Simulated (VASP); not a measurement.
# NaF (Villiaumite) (Fm-3m) in VASP: settings compared, part 2 of 2

VASP 6.6.1. The steps go on from the part before.

**3. Relaxation of cell and atoms, vdW-DF2**

The input, run.py:

```python
from ase.calculators.vasp import Vasp
from ase.filters import UnitCellFilter
from ase.io import read
from ase.optimize import BFGS

atoms = read('POSCAR')
calc = Vasp(
    directory='calc',
    xc='vdw-df2',
    pp='PBE',
    setups='materialsproject',
    prec='Accurate',
    encut=600,
    ediff=1e-07,
    ismear=-5,
    sigma=0.05,
    lreal=False,
    lasph=True,
    nelm=100,
    algo='Normal',
    isif=2,
    lwave=False,
    lcharg=False,
    maxmix=5,
    kpts=[10, 10, 10],
    gamma=True,
)
atoms.calc = calc
opt = BFGS(UnitCellFilter(atoms), trajectory='relax.traj')
converged = opt.run(fmax=0.02, steps=40)
print('converged:', converged)

print('energy (eV):', atoms.get_potential_energy())
print('free energy (eV):', atoms.get_potential_energy(force_consistent=True))
print('forces (eV/A):')
print(atoms.get_forces())
print('stress (eV/A^3, Voigt):', atoms.get_stress())
print('Fermi level (eV):', calc.get_fermi_level())
print('cell (A, degrees):', atoms.cell.cellpar())
print('volume (A^3):', atoms.get_volume())
print('scaled positions:')
print(atoms.get_scaled_positions())
```

The input, POSCAR:

```
NaF
1.0
    0.0000000000      2.3200000000      2.3200000000
    2.3200000000      0.0000000000      2.3200000000
    2.3200000000      2.3200000000      0.0000000000
Na F
1 1
Direct
    0.0000000000      0.0000000000      0.0000000000
    0.5000000000      0.5000000000      0.5000000000
```

Potentials or basis: VASP PAW PBE potentials, release 64 (Na_pv, F).

Launch:

```sh
python run.py
```

Output:

```text
<dir> UserWarning: vdW has been enabled, however no location for the vdw_kernel.bindat file has been specified. Set ASE_VASP_VDW environment variable to copy the vdW kernel.
  warnings.warn(
      Step     Time          Energy          fmax
BFGS:    0 --:--:--       -5.240125        0.075432
BFGS:    1 --:--:--       -5.240411        0.068753
BFGS:    2 --:--:--       -5.242327        0.000471
converged: True
energy (eV): -5.24232736
free energy (eV): -5.24232736
forces (eV/A):
[[-0.  0.  0.]
 [ 0. -0. -0.]]
stress (eV/A^3, Voigt): [-3.72933978e-05 -3.72933978e-05 -3.72933978e-05 -0.00000000e+00
 -0.00000000e+00 -0.00000000e+00]
Fermi level (eV): -2.53016482
cell (A, degrees): [ 3.30093932  3.30093932  3.30093932 60.         60.         60.        ]
volume (A^3): 25.433001911053285
scaled positions:
[[0.  0.  0. ]
 [0.5 0.5 0.5]]
```

OUTCAR:

```text
ENCUT = 600.000000
   EDIFF = 1.00e-07
   GGA = ML
   PREC = Accurate
   ISIF = 2
   ISMEAR = -5
   NELM = 100
   LASPH = .TRUE.
   LREAL = .FALSE.

 ion  position               nearest neighbor table
   1  0.000  0.000  0.000-   2 2.33   2 2.33   2 2.33   2 2.33   2 2.33   2 2.33
   2  0.500  0.500  0.500-   1 2.33   1 2.33   1 2.33   1 2.33   1 2.33   1 2.33

  LATTYP: Found a face centered cubic cell.
 ALAT       =     4.6682331512

  Lattice vectors:

 A1 = (   0.0000000000,   2.3341165756,   2.3341165756)
 A2 = (   2.3341165756,   0.0000000000,   2.3341165756)
 A3 = (   2.3341165756,   2.3341165756,   0.0000000000)

Analysis of symmetry for initial positions (statically):
=====================================================================
 Subroutine PRICEL returns:
 Original cell was already a primitive cell.

 Routine SETGRP: Setting up the symmetry group for a
 face centered cubic supercell.

 Subroutine GETGRP returns: Found 48 space group operations
 (whereof 48 operations were pure point group operations)
 out of a pool of 48 trial point group operations.

The static configuration has the point symmetry O_h .

[... 178 lines left out ...]
      4     -21.6503      2.00000
      5      -2.6137      2.00000
      6      -2.6137      2.00000
      7      -2.6137      2.00000
      8       3.4713      0.00000
      9      16.0681      0.00000
     10      16.0681      0.00000
     11      16.0681      0.00000
[... 309 lines left out ...]
 k-point    24 :       0.4000    0.3000    0.0000
  band No.  band energies     occupation
      1     -22.1766      2.00000
      2     -21.8987      2.00000
      3     -21.8918      2.00000
      4     -21.2079      2.00000
      5      -3.7589      2.00000
      6      -2.9882      2.00000
      7      -2.9339      2.00000
      8       7.6867      0.00000
      9      11.1872      0.00000
     10      13.6897      0.00000
     11      16.5221      0.00000

 [... further k-points ...]

------------------------ aborting loop because EDIFF is reached ----------------------------------------

  FORCE on cell =-STRESS in cart. coord.  units (eV):
  Direction    XX          YY          ZZ          XY          YZ          ZX
  --------------------------------------------------------------------------------------
  -------------------------------------------------------------------------------------
  Total        0.0009485      0.0009485      0.0009485      0.0000000      0.0000000      0.0000000
  in kB        0.0597506      0.0597506      0.0597506      0.0000000      0.0000000      0.0000000
  external PRESSURE =       0.0597506 kB  Pullay stress =       0.0000000 kB

 VOLUME and BASIS-vectors are now :
 -----------------------------------------------------------------------------
  energy-cutoff  :      600.00
  volume of cell :       25.43
      direct lattice vectors                 reciprocal lattice vectors
     0.000000000  2.334116576  2.334116576    -0.214213808  0.214213808  0.214213808
     2.334116576  0.000000000  2.334116576     0.214213808 -0.214213808  0.214213808
     2.334116576  2.334116576  0.000000000     0.214213808  0.214213808 -0.214213808

 POSITION                                       TOTAL-FORCE (eV/Angst)
 -----------------------------------------------------------------------------------
      0.00000      0.00000      0.00000        -0.000000      0.000000      0.000000
      2.33412      2.33412      2.33412         0.000000     -0.000000     -0.000000
 -----------------------------------------------------------------------------------
    total drift:                                0.000000      0.000000      0.000000

  FREE ENERGIE OF THE ION-ELECTRON SYSTEM (eV)
  ---------------------------------------------------
  free  energy   TOTEN  =        -5.2423273612 eV

  energy  without entropy=       -5.2423273612  energy(sigma->0) =       -5.24232736

Total vdW correction in eV:      3.2562573
```

INCAR:

```text
AGGAC = 0.000000
ENCUT = 600.000000
SIGMA = 0.050000
ZAB_VDW = -1.886700
EDIFF = 1.00e-07
ALGO = Normal
GGA = ML
PREC = Accurate
ISIF = 2
ISMEAR = -5
MAXMIX = 5
NELM = 100
LASPH = .TRUE.
LCHARG = .FALSE.
LUSE_VDW = .TRUE.
LWAVE = .FALSE.
LREAL = .FALSE.
```

Run time: 75 s. Hardware: 1 thread of Intel Xeon 6975P-C (Granite Rapids), shared host; peak memory 0.32 GiB.

What came out:

| Item | Value |
| --- | --- |
| Free energy | -5.2423 eV |
| Relaxed volume | 12.72 Å³/atom |
| Relaxed cell | a = 3.301 Å, b = 3.301 Å, c = 3.301 Å, α = 60.00°, β = 60.00°, γ = 60.00° |
| Space group after relaxing (to 0.05 Å) | Fm-3m (No. 225) |
| Energy gained by relaxing | 1.1 meV/atom |
| Ionic steps | 3 |
| Pressure after relaxing | 0.0 GPa |
| Band gap on the k mesh | 6.08 eV, direct |

Step by step:
```
step  energy change (eV)  largest force (eV/Å)  pressure (GPa)  volume (Å³)
   1              0.0000                0.0000            0.97        24.97
   2             -0.0003                0.0000            0.88        25.01
   3             -0.0022                0.0000            0.01        25.43
```

Final structure:
```
Na F
1.0
     0.00000    2.33412    2.33412
     2.33412    0.00000    2.33412
     2.33412    2.33412    0.00000
Na F
1 1
Direct
  0.00000 0.00000 0.00000
  0.50000 0.50000 0.50000
```

Caveat: the PAW data sets were made with another functional, which shifts forces and pressure a little.

**4. For comparison**

An earlier run on the cell as given: functional PBEsol; potentials or basis VASP PAW PBE potentials, release 64 (Na_pv, F); cutoff 520 eV; k mesh 10 × 10 × 10; occupations fermi-dirac, width 0.05 eV; no spin polarisation.

- Pressure: -0.3 GPa
- Band gap on the k mesh: 6.14 eV, direct

**5. Summary**

```csv
task,level,potentials or basis,cell,k mesh,cutoff (eV),smearing,grid for exact exchange (PRECFOCK),screening parameter,optimiser,ladder,other keys,mesh quality,gap on the mesh (eV),pressure (GPa),relaxed volume (Å³/atom)
relaxation of cell and atoms,HSE06+D4,"VASP PAW PBE potentials, release 64 (Na_pv, F_s)",relaxed,5 × 5 × 5,480,gaussian 0.05 eV,Normal,0.2 1/A,-,-,-,coarse,8.49,-0.1,12.36
relaxation of cell and atoms,vdW-DF2,"VASP PAW PBE potentials, release 64 (Na_pv, F)",relaxed,10 × 10 × 10,600,tetrahedron,-,-,BFGS,-,MAXMIX = 5,not flagged,6.08,0.0,12.72
single point,PBEsol,"VASP PAW PBE potentials, release 64 (Na_pv, F)",as given,10 × 10 × 10,520,fermi-dirac 0.05 eV,-,-,-,free,-,not flagged,6.14,-0.3,-
```

Alike in all rows: no spin polarisation.

Caveats: some runs use coarse meshes; the PAW data sets were made with another functional, which shifts forces and pressure a little.

Total energies depend on the potentials used, so only differences within one code and one set of settings carry meaning.
